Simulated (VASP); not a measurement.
# SnSe2 (P-3m1) in VASP: further runs

The runs below take SnSe2 through relaxation of cell and atoms, with PBE+D3(BJ), rev-vdW-DF2.

All numbers are computed with VASP 6.6.1; they aren't measurements. Logs are shortened: lines on timing, memory, paths and dates and some standing lists are left out, and cuts for length are marked.

### 1 Starting point

It takes space group P-3m1 (No. 164, trigonal). Conventional cell: a = 3.811 Å, b = 3.811 Å, c = 6.136 Å, α = 90.00°, β = 90.00°, γ = 120.00°. Around Sn (site symmetry -3m) lie 6 Se at 2.68 Å. Se (site symmetry 3m) is surrounded by 3 Sn at 2.68 Å.

### 2 Relaxation of cell and atoms, PBE+D3(BJ)

The input, INCAR:

```
ALGO     = Normal         # electronic algorithm
EDIFF    = 1E-6           # SCF threshold, eV
EDIFFG   = -0.01          # ionic threshold
ENCUT    = 600            # plane-wave cutoff, eV
GGA      = PE             # functional
IBRION   = 2              # ionic algorithm
ISIF     = 3              # what is computed and relaxed
ISMEAR   = 0              # smearing method
IVDW     = 12             # dispersion correction
LASPH    = True           # aspherical terms in the spheres
LCHARG   = False          # write CHGCAR
LREAL    = False          # projectors in reciprocal space
LWAVE    = False          # write WAVECAR
NELM     = 80             # most SCF steps
NSW      = 90             # ionic steps
PREC     = Accurate       # precision mode
SIGMA    = 0.03           # smearing width, eV
```

The input, KPOINTS:

```
k-points
0
Gamma
  9 9 5
```

The input, POSCAR:

```
SnSe2
1.0
    3.8110000000      0.0000000000      0.0000000000
   -1.9055000000      3.3004228138      0.0000000000
    0.0000000000      0.0000000000      6.1360000000
Sn Se
1 2
Direct
    0.0000000000      0.0000000000      0.0000000000
    0.3333333333      0.6666666667      0.2490000000
    0.6666666667      0.3333333333      0.7510000000
```

Potentials or basis: VASP PAW PBE potentials, release 64 (Sn_d, Se).

Started as:

```bash
cat potpaw_PBE.64/Sn_d/POTCAR potpaw_PBE.64/Se/POTCAR > POTCAR
mpirun -np 1 vasp_std > vasp.out
```

OUTCAR:

```text
EDIFF = 1E-6
   EDIFFG = -0.01
   ENCUT = 600
   GGA = PE
   IBRION = 2
   ISIF = 3
   ISMEAR = 0
   IVDW = 12
   LASPH = True
   LREAL = False
   NELM = 80
   NSW = 90
   PREC = Accurate
 IVDW          = 12

 ion  position               nearest neighbor table
   1  0.000  0.000  0.000-   2 2.68   3 2.68   2 2.68   3 2.68   3 2.68   2 2.68
   2  0.333  0.667  0.249-   1 2.68   1 2.68   1 2.68
   3  0.667  0.333  0.751-   1 2.68   1 2.68   1 2.68

  LATTYP: Found a hexagonal cell.
 ALAT       =     3.8110000000
 C/A-ratio  =     1.6100760955

  Lattice vectors:

 A1 = (   3.8110000000,   0.0000000000,   0.0000000000)
 A2 = (  -1.9055000000,   3.3004228138,   0.0000000000)
 A3 = (   0.0000000000,   0.0000000000,   6.1360000000)

Analysis of symmetry for initial positions (statically):
=====================================================================
 Subroutine PRICEL returns:
 Original cell was already a primitive cell.

 Routine SETGRP: Setting up the symmetry group for a
 hexagonal supercell.

 Subroutine GETGRP returns: Found 12 space group operations
 (whereof 12 operations were pure point group operations)
 out of a pool of 24 trial point group operations.

The static configuration has the point symmetry D_3d.

Analysis of symmetry for dynamics (positions and initial velocities):
=====================================================================
 Subroutine PRICEL returns:
 Original cell was already a primitive cell.

 Routine SETGRP: Setting up the symmetry group for a
 hexagonal supercell.

 Subroutine GETGRP returns: Found 12 space group operations
 (whereof 12 operations were pure point group operations)
 out of a pool of 24 trial point group operations.

The dynamic configuration has the point symmetry D_3d.

 Subroutine INISYM returns: Found 12 space group operations
 (whereof 12 operations are pure point group operations),
 and found     1 'primitive' translations

----------------------------------------------------------------------------------------

                                     Primitive cell

  volume of cell :      77.1781

  direct lattice vectors                    reciprocal lattice vectors
     3.811000000  0.000000000  0.000000000     0.262398321  0.151495741  0.000000000
    -1.905500000  3.300422814  0.000000000     0.000000000  0.302991482  0.000000000
     0.000000000  0.000000000  6.136000000     0.000000000  0.000000000  0.162972621

  length of vectors
     3.811000000  3.811000000  6.136000000     0.302991482  0.302991482  0.162972621

  position of ions in fractional coordinates (direct lattice)
     0.000000000  0.000000000  0.000000000
     0.333333333  0.666666667  0.249000000
     0.666666667  0.333333333  0.751000000

  ion indices of the primitive-cell ions
   primitive index   ion index
                 1           1
                 2           2
                 3           3

----------------------------------------------------------------------------------------

 KPOINTS: k-points

Automatic generation of k-mesh.
 Grid dimensions read from file:
 generate k-points for:    9    9    5

 Generating k-lattice:

  Cartesian coordinates                     Fractional coordinates (reciprocal lattice)
     0.029155369  0.016832860  0.000000000     0.111111111  0.000000000  0.000000000
     0.000000000  0.033665720  0.000000000     0.000000000  0.111111111  0.000000000
     0.000000000  0.000000000  0.032594524     0.000000000  0.000000000  0.200000000

  Length of vectors
     0.033665720  0.033665720  0.032594524

  Shift w.r.t. Gamma in fractional coordinates (k-lattice)
     0.000000000  0.000000000  0.000000000

 Subroutine IBZKPT returns following result:
 ===========================================

 Found     50 irreducible k-points:

 Following reciprocal coordinates:
            Coordinates               Weight
  0.000000  0.000000  0.000000      1.000000
  0.111111 -0.000000  0.000000      6.000000
  0.222222 -0.000000  0.000000      6.000000
  0.333333 -0.000000  0.000000      6.000000
  0.444444 -0.000000  0.000000      6.000000
  0.111111  0.111111  0.000000      6.000000
[... 16 lines left out ...]
  0.222222  0.111111  0.200000     12.000000
 -0.111111  0.333333  0.200000     12.000000
 [... further k-points ...]
   k-points           NKPTS =     50   k-points in BZ     NKDIM =     50   number of bands    NBANDS=     17
   number of dos      NEDOS =    301   number of ions     NIONS =      3
   total plane-waves  NPLWV =  45000
   dimension x,y,z NGX =    30 NGY =   30 NGZ =   50
   dimension x,y,z NGXF=    60 NGYF=   60 NGZF=  100
   ions per type =               1   2
   NGX,Y,Z   is equivalent  to a cutoff of  13.09, 13.09, 13.55 a.u.
   NGXF,Y,Z  is equivalent  to a cutoff of  26.17, 26.17, 27.09 a.u.
 SYSTEM =  unknown system
   PREC   = accura    normal or accurate (medium, high low for compatibility)
   ISTART =      0    job   : 0-new  1-cont  2-samecut
   ICHARG =      2    charge: 1-file 2-atom 10-const
   ISPIN  =      1    spin polarized calculation?
   LNONCOLLINEAR =      F non collinear calculations
   LSORBIT =      F    spin-orbit coupling
   LASPH  =      T    aspherical Exc in radial PAW
   ENCUT  =  600.0 eV  44.10 Ry    6.64 a.u.   7.61  7.61 12.26*2*pi/ulx,y,z
   NELM   =     80;   NELMIN=  2; NELMDL= -5     # of ELM steps
   EDIFF  = 0.1E-05   stopping-criterion for ELM
   LREAL  =      F    real-space projection
   EDIFFG = -.1E-01   stopping-criterion for IOM
   NSW    =     90    number of steps for IOM
   IBRION =      2    ionic relax: 0-MD 1-quasi-New 2-CG
   NFREE  =      1    steps in history (QN), initial steepest desc. (CG)
   ISIF   =      3    stress and relaxation
   ISYM   =      2    0-nonsym 1-usesym 2-fastsym
   POTIM  = 0.5000    time-step for ionic-motion
   TEBEG  =    0.0;   TEEND  =   0.0 temperature during run
   PSTRESS=    0.0 pullay stress
   NELECT =      26.0000    total number of electrons
   NUPDOWN=      -1.0000    fix difference up-down
   EMIN   =  10.00;   EMAX   =-10.00  energy-range for DOS
   EFERMI =   0.00;   METHOD = LEGACY
   ISMEAR =     0;   SIGMA  =   0.03  broadening in eV -4-tet -1-fermi 0-gaus
   EFERMI_NEDOS =   21; number of points for ismear=-14 and -15
   IALGO  =     38    algorithm
   IMIX   =      4    mixing-type and parameters
     AMIX     =   0.40;   BMIX     =  1.00
     AMIX_MAG =   1.60;   BMIX_MAG =  1.00
  volume/ion in A,a.u.               =      25.73       173.61
  Fermi-wavevector in a.u.,A,eV,Ry     =   1.139116  2.152617 17.654722  1.297585
  Thomas-Fermi vector in A             =   2.275820
   LORBIT       =      0    0 simple, 1 ext, 2 COOP (PROOUT), +10 PAW based schemes
   GGA     = PE    functional components
   LHFCALC =     F    Hartree Fock is set to
   AEXX    =    0.0000 exact exchange contribution
   IVDW    =    12    specifies the selected vdW correction
   LEPSILON=     F    determine dielectric tensor
   LRPA    =     F    only Hartree local field effects (RPA)
 conjugate gradient relaxation of ions
 non-spin polarized calculation
 Gauss-broadening in eV      SIGMA  =   0.03
  energy-cutoff  :      600.00
  volume of cell :       77.18
 maximum number of plane-waves:      2605
   NGX = 15   NGY = 15   NGZ = 25

--------------------------------------- Ionic step        1  -------------------------------------------

 number of electron      25.9999991 magnetization

 Free energy of the ion-electron system (eV)
  ---------------------------------------------------
  ext. energy  EPLUGINS =         0.00000000
  ---------------------------------------------------
  free energy    TOTEN  =       -11.74732508 eV

  energy without entropy =      -11.74732508  energy(sigma->0) =      -11.74732508

------------------------ aborting loop because EDIFF is reached ----------------------------------------

 Edisp (eV)   -1.08284

 E8    (eV) :    -0.4736
[... 108 lines left out ...]
  FREE ENERGIE OF THE ION-ELECTRON SYSTEM (eV)
  ---------------------------------------------------
  free  energy   TOTEN  =       -12.8818463452 eV

  energy  without entropy=      -12.8818463452  energy(sigma->0) =      -12.88184635

 E-fermi :   4.0513     XC(G=0):  -9.3733

 val. band max:        3.9204493781   @ k =   0.1111  -0.0000   0.2000
 cond. band min:       4.5142104516   @ k =   0.0000   0.4444   0.4000
 fundamental gap:      0.5937610735
 Fermi energy:         4.0512601893

 k-point     1 :       0.0000    0.0000    0.0000
  band No.  band energies     occupation
      1     -17.3064      2.00000
      2     -17.3064      2.00000
      3     -17.2685      2.00000
      4     -17.2580      2.00000
      5     -17.2580      2.00000
      6      -9.7989      2.00000
[... 457 lines left out ...]
      4     -17.2568      2.00000
      5     -17.2449      2.00000
      6      -8.9763      2.00000
[... 9 lines left out ...]
     16       8.9998      0.00000
     17      10.2045      0.00000

 [... further k-points ...]

[... ionic steps 4 to 12 ...]

--------------------------------------- Ionic step       13  -------------------------------------------

 number of electron      25.9999996 magnetization

------------------------ aborting loop because EDIFF is reached ----------------------------------------
[... 77 lines left out ...]
--------------------------------------- Ionic step       15  -------------------------------------------

 number of electron      25.9999996 magnetization

 Free energy of the ion-electron system (eV)
  ---------------------------------------------------
  ext. energy  EPLUGINS =         0.00000000
  ---------------------------------------------------
  free energy    TOTEN  =       -11.80561731 eV

  energy without entropy =      -11.80561731  energy(sigma->0) =      -11.80561731

 E-fermi :   4.6102     XC(G=0):  -9.5656

 val. band max:        4.4103618504   @ k =   0.1111  -0.0000   0.0000
 cond. band min:       4.8453867691   @ k =   0.0000   0.4444   0.4000
 fundamental gap:      0.4350249187
 Fermi energy:         4.6102473588

 k-point     1 :       0.0000    0.0000    0.0000
  band No.  band energies     occupation
      1     -16.9711      2.00000
      2     -16.9711      2.00000
      3     -16.9371      2.00000
      4     -16.9259      2.00000
      5     -16.9259      2.00000
      6      -9.5068      2.00000
[... 457 lines left out ...]
      4     -16.9246      2.00000
      5     -16.9134      2.00000
      6      -8.6705      2.00000
[... 9 lines left out ...]
     16       9.3475      0.00000
     17      10.6344      0.00000

 [... further k-points ...]

------------------------ aborting loop because EDIFF is reached ----------------------------------------

 Edisp (eV)   -1.09206

 E8    (eV) :    -0.4780
[... 26 lines left out ...]
  FREE ENERGIE OF THE ION-ELECTRON SYSTEM (eV)
  ---------------------------------------------------
  free  energy   TOTEN  =       -12.8976796262 eV

  energy  without entropy=      -12.8976796262  energy(sigma->0) =      -12.89767963

 reached required accuracy - stopping structural energy minimisation
```

It took 4.6 min on 1 thread of Intel Xeon 6975P-C (Granite Rapids), shared host; peak memory 0.27 GiB.

Results:

```
Free energy                            : -12.8977 eV
Relaxed volume                         : 25.57 Å³/atom
Relaxed cell                           : a = 3.839 Å, b = 3.839 Å, c = 6.009 Å, α = 90.00°, β = 90.00°, γ = 120.00°
Space group after relaxing (to 0.05 Å) : P-3m1 (No. 164)
Energy gained by relaxing              : 22.5 meV/atom
Ionic steps                            : 15
Pressure after relaxing                : 0.0 GPa
Largest force after relaxing           : 0.009 eV/Å
Band gap on the k mesh                 : 0.43 eV, indirect (least direct gap 0.82 eV)
Dispersion energy per atom             : -0.364 eV
```

Forces in eV/Å, atoms in the order of the input:
```
Sn   0.000  0.000  0.000
Se   0.000  0.000 -0.009
Se   0.000  0.000  0.009
```

Step by step:
| step | energy change (eV) | largest force (eV/Å) | pressure (GPa) | volume (Å³) |
| --- | --- | --- | --- | --- |
| 1 | 0.0000 | 0.8170 | 3.32 | 77.18 |
| 2 | -0.0197 | 0.2899 | -2.87 | 83.28 |
| 3 | -0.0517 | 0.1634 | -0.43 | 80.49 |
| 4 | -0.0517 | 0.1750 | -0.35 | 80.42 |
| 5 | -0.0556 | 0.1286 | -0.22 | 79.88 |
| 6 | -0.0575 | 0.0774 | -0.05 | 79.31 |
| 7 | -0.0576 | 0.0634 | 0.00 | 79.15 |
| 8 | -0.0596 | 0.0466 | -0.06 | 78.93 |
| 9 | -0.0641 | 0.0019 | -0.24 | 78.26 |
| 10 | -0.0665 | 0.0943 | -0.45 | 76.89 |
| 11 | -0.0668 | 0.0664 | -0.38 | 77.28 |
| 12 | -0.0669 | 0.0461 | 0.41 | 76.18 |
| 13 | -0.0675 | 0.0072 | 0.05 | 76.70 |
| 14 | -0.0675 | 0.0101 | 0.00 | 76.73 |
| 15 | -0.0675 | 0.0087 | 0.02 | 76.71 |

Final structure:
```cif
data_structure
_symmetry_space_group_name_H-M 'P 1'
_symmetry_Int_Tables_number 1
_cell_length_a 3.8394
_cell_length_b 3.8394
_cell_length_c 6.0092
_cell_angle_alpha 90.000
_cell_angle_beta 90.000
_cell_angle_gamma 120.000
_cell_volume 76.71
loop_
_atom_site_label
_atom_site_type_symbol
_atom_site_fract_x
_atom_site_fract_y
_atom_site_fract_z
_atom_site_occupancy
Sn1 Sn 0.00000 0.00000 0.00000 1
Se1 Se 0.33333 0.66667 0.26558 1
Se2 Se 0.66667 0.33333 0.73442 1
```

Levels at points of the mesh, in eV from the valence-band top:
| k point | band 10 | band 11 | band 12 | band 13 | band 14 | band 15 | band 16 | band 17 |
| --- | --- | --- | --- | --- | --- | --- | --- | --- |
| (0.00, 0.00, 0.00) | -0.70 | -0.54 | -0.54 | -0.10 | 0.71 | 2.94 | 4.50 | 4.50 |

Caveat: spin-orbit coupling is left out, which moves the levels of the heavy elements; an odd mesh through Γ misses points on the zone boundary, where band edges often lie.

### 3 Relaxation of cell and atoms, PBE+D3(BJ)

This run uses another cell than the first one, of 25.57 Å³/atom, 0.994 times its volume.

Changes to INCAR since step 2:

```diff
@@ -1,4 +1,4 @@
 ALGO     = Normal         # electronic algorithm
-EDIFF    = 1E-6           # SCF threshold, eV
-EDIFFG   = -0.01          # ionic threshold
+EDIFF    = 1E-7           # SCF threshold, eV
+EDIFFG   = -0.005         # ionic threshold
 ENCUT    = 600            # plane-wave cutoff, eV
```

KPOINTS is that of step 2.

The input, POSCAR:

```
SnSe2                                   
1.0
    3.8394217806      0.0000000000      0.0000000000
   -1.9197108903      3.3250367978     -0.0000000000
    0.0000000000      0.0000000000      6.0091818536
  Sn              Se            
     1     2
Direct
     0.0000000000000000    0.0000000000000000    0.0000000000000000
     0.3333333332999970    0.6666666667000030    0.2655766671871216
     0.6666666667000030    0.3333333332999970    0.7344233328128786
```

Potentials or basis: VASP PAW PBE potentials, release 64 (Sn_d, Se).

Started as:

```bash
cat potpaw_PBE.64/Sn_d/POTCAR potpaw_PBE.64/Se/POTCAR > POTCAR
mpirun -np 1 vasp_std > vasp.out
```

Wall time 51 s (1 thread of Intel Xeon 6975P-C (Granite Rapids), shared host); peak memory 0.28 GiB.

The run converged. Its results:

```
Free energy                            : -12.8977 eV
Relaxed volume                         : 25.58 Å³/atom
Relaxed cell                           : a = 3.841 Å, b = 3.841 Å, c = 6.007 Å, α = 90.00°, β = 90.00°, γ = 120.00°
Space group after relaxing (to 0.05 Å) : P-3m1 (No. 164)
Energy gained by relaxing              : 0.0 meV/atom
Ionic steps                            : 2
Pressure after relaxing                : 0.0 GPa
Largest force after relaxing           : 0.004 eV/Å
Band gap on the k mesh                 : 0.43 eV, indirect (least direct gap 0.81 eV)
Dispersion energy per atom             : -0.364 eV
```

Forces on the atoms (eV/Å):
```
Sn   0.000  0.000  0.000
Se   0.000  0.000 -0.004
Se   0.000  0.000  0.004
```

Final structure:
```
CELL_PARAMETERS angstrom
3.84084 0.00000 0.00000
-1.92042 3.32627 0.00000
0.00000 0.00000 6.00733
ATOMIC_POSITIONS crystal
Sn 0.00000 0.00000 0.00000
Se 0.33333 0.66667 0.26551
Se 0.66667 0.33333 0.73449
```

Levels at points of the mesh, in eV from the valence-band top:
```csv
k point,band 11,band 12,band 13,band 14,band 15,band 16
"(0.00, 0.00, 0.00)",-0.54,-0.54,-0.10,0.71,2.93,4.49
```

Caveat: spin-orbit coupling is left out, which moves the levels of the heavy elements; an odd mesh through Γ misses points on the zone boundary, where band edges often lie.

### 4 Relaxation of cell and atoms, PBE+D3(BJ), target pressure 10 GPa, at which the enthalpy is minimised

The input, INCAR:

```
SYSTEM = SnSe2
ALGO = Normal ; EDIFF = 1E-6
EDIFFG = -0.01 ; ENCUT = 600
GGA = PE ; IBRION = 2
ISIF = 3 ; ISMEAR = 0
IVDW = 12 ; LASPH = .True.
LCHARG = .False. ; LREAL = .False.
LWAVE = .False. ; NELM = 80
NSW = 90 ; PREC = Accurate
PSTRESS = 100.0 ; SIGMA = 0.03
```

The input, KPOINTS:

```
k-points
0
Gamma
  9 9 5
  0 0 0
```

The input, POSCAR:

```
SnSe2
1.0
    3.8110000000      0.0000000000      0.0000000000
   -1.9055000000      3.3004228138      0.0000000000
    0.0000000000      0.0000000000      6.1360000000
Sn Se
1 2
Direct
    0.0000000000      0.0000000000      0.0000000000
    0.3333333333      0.6666666667      0.2490000000
    0.6666666667      0.3333333333      0.7510000000
```

Started as:

```bash
cat potpaw_PBE.64/Sn_d/POTCAR potpaw_PBE.64/Se/POTCAR > POTCAR
mpirun -np 1 vasp_std > vasp.out
```

Run time: 6.5 min. Hardware: 1 thread of Intel Xeon 6975P-C (Granite Rapids), shared host; peak memory 0.29 GiB.

It converged, with:

```
Free energy                                            : -12.5825 eV
Relaxed volume                                         : 21.44 Å³/atom
Relaxed cell                                           : a = 3.739 Å, b = 3.739 Å, c = 5.312 Å, α = 90.00°, β = 90.00°, γ = 120.00°
Space group after relaxing (to 0.05 Å)                 : P-3m1 (No. 164)
Energy change on relaxing (the enthalpy is what falls) : +82.5 meV/atom
Ionic steps                                            : 18
Pressure after relaxing                                : 10.0 GPa
Largest force after relaxing                           : 0.008 eV/Å
Band gap on the k mesh                                 : none (metal or under the smearing width)
Dispersion energy per atom                             : -0.438 eV
```

Forces in eV/Å, atoms in the order of the input:
```
Sn   0.000  0.000  0.000
Se   0.000  0.000 -0.008
Se   0.000  0.000  0.008
```

The path:
| step | energy change (eV) | largest force (eV/Å) | pressure (GPa) | volume (Å³) |
| --- | --- | --- | --- | --- |
| 1 | 0.0000 | 0.8170 | 3.32 | 77.18 |
| 2 | 0.5922 | 2.2030 | 18.56 | 65.80 |
| 3 | 0.2698 | 1.6293 | 11.77 | 69.83 |
| 4 | 0.2269 | 0.7833 | 10.98 | 67.40 |
| 5 | 0.3033 | 0.1023 | 10.77 | 65.42 |
| 6 | 0.2044 | 0.0131 | 9.19 | 65.74 |
| 7 | 0.1579 | 0.0938 | 7.97 | 65.98 |
| 8 | 0.3841 | 0.3832 | 14.19 | 62.64 |
| 9 | 0.2257 | 0.0760 | 10.10 | 64.74 |
| 10 | 0.2272 | 0.0796 | 10.16 | 64.71 |
| 11 | 0.2306 | 0.0798 | 10.14 | 64.64 |
| 12 | 0.2412 | 0.0937 | 10.12 | 64.43 |
| 13 | 0.2730 | 0.1078 | 10.28 | 63.98 |
| 14 | 0.2480 | 0.0391 | 10.15 | 64.31 |
| 15 | 0.2239 | 0.0703 | 9.23 | 64.71 |
| 16 | 0.2412 | 0.0068 | 9.89 | 64.42 |
| 17 | 0.2508 | 0.0150 | 10.08 | 64.26 |
| 18 | 0.2476 | 0.0078 | 10.01 | 64.31 |

Final structure:
```
Sn Se
1.0
     3.73900    0.00000    0.00000
    -1.86950    3.23807    0.00000
     0.00000    0.00000    5.31196
Sn Se
1 2
Direct
  0.00000 0.00000 0.00000
  0.33333 0.66667 0.29949
  0.66667 0.33333 0.70051
```

Levels at points of the mesh, in eV from the Fermi level:
```
           k point  band 9  band 10  band 11  band 12  band 13  band 14  band 15  band 16  band 17
(0.00, 0.00, 0.00)   -1.48    -1.48    -1.09    -1.09    -0.10     0.68     2.94     4.55     4.55
```

Caveat: the cell is relaxed towards a set pressure, so the enthalpy falls and the energy may rise; the volume moved by over 15 % at a fixed basis, so the end points are rough.

[end of part 1 of 2]
